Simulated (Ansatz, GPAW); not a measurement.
# One calculation of Cu, 3 ways

```
Cu
1.0
     0.00000    1.80750    1.80750
     1.80750    0.00000    1.80750
     1.80750    1.80750    0.00000
Cu
1
Cartesian
  0.0000 0.0000 0.0000
```

Alike in all runs: task single point; functional PBE; k mesh 13 × 13 × 13; occupations gaussian, width 0.015 eV; no spin polarisation; no spin-orbit coupling. Pressure is positive in compression and, in plane waves, holds the error of the finite cutoff, which Ansatz's Pulay term estimates and takes out.

```json
{"program and potentials": "Ansatz, Ansatz PAW", "plane-wave cutoff (eV)": "420", "notes": "19 valence electrons an atom on average; Pulay term of +0.13 GPa included", "pressure (GPa)": "1.68"}
{"program and potentials": "GPAW, GPAW PAW data sets (gpaw-data 1.2.1)", "plane-wave cutoff (eV)": "600", "notes": "11 valence electrons an atom on average", "pressure (GPa)": "3.07"}
{"program and potentials": "Ansatz, all-electron LAPW, scalar-relativistic", "plane-wave cutoff (eV)": "-", "notes": "-", "pressure (GPa)": "1.65"}
```

The pressure spans 1.65 (Ansatz, all-electron LAPW, scalar-relativistic) to 3.07 GPa (GPAW, GPAW PAW data sets (gpaw-data 1.2.1)), with all-electron results at 1.65.

Differences between rows come from potentials, basis sets and numerical settings, since the functional is the same but for its coding. Runs on potential files found faulty are left out.
